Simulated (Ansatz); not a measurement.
InN:
Space group P6₃mc (No. 186); a = b = 3.5806 Å, c = 5.7878 Å, α = β = 90.00°, γ = 120.00°

| atom | site | symmetry | x | y | z |
|---|---|---|---|---|---|
| In | 2b | 3m. | 0.6667 | 0.3333 | 0.0020 |
| N | 2b | 3m. | 0.3333 | 0.6667 | 0.1232 |

Relaxed at zero pressure with DFT-PBE in the program Ansatz with PAW potentials.

### Question
The volume is lowered by 9 % and shape and atoms relax at that volume. What pressure results, and how do the axes share the change?

### Answer
14.3 GPa; a -3.0 %, b -3.0 %, c -3.3 %; the energy rises by 59 meV/atom.

### Question
Give the new structure.

### Answer

Space group P6₃mc (No. 186); a = 3.4730 Å, b = 3.4730 Å, c = 5.5980 Å, α = 90.00°, β = 90.00°, γ = 120.00°

```tsv
atom	site	symmetry	x	y	z
In	2b	3m.	0.6667	0.3333	0.0023
N	2b	3m.	0.3333	0.6667	0.1229
```

The phase is kept; no other phase was compared at this pressure.

Space group P6_3mc (wurtzite). Symmetry was held in the PBE relaxation; of distortions, only those at the zone centre were tested.

Potentials: the later of the program's two PAW sets.
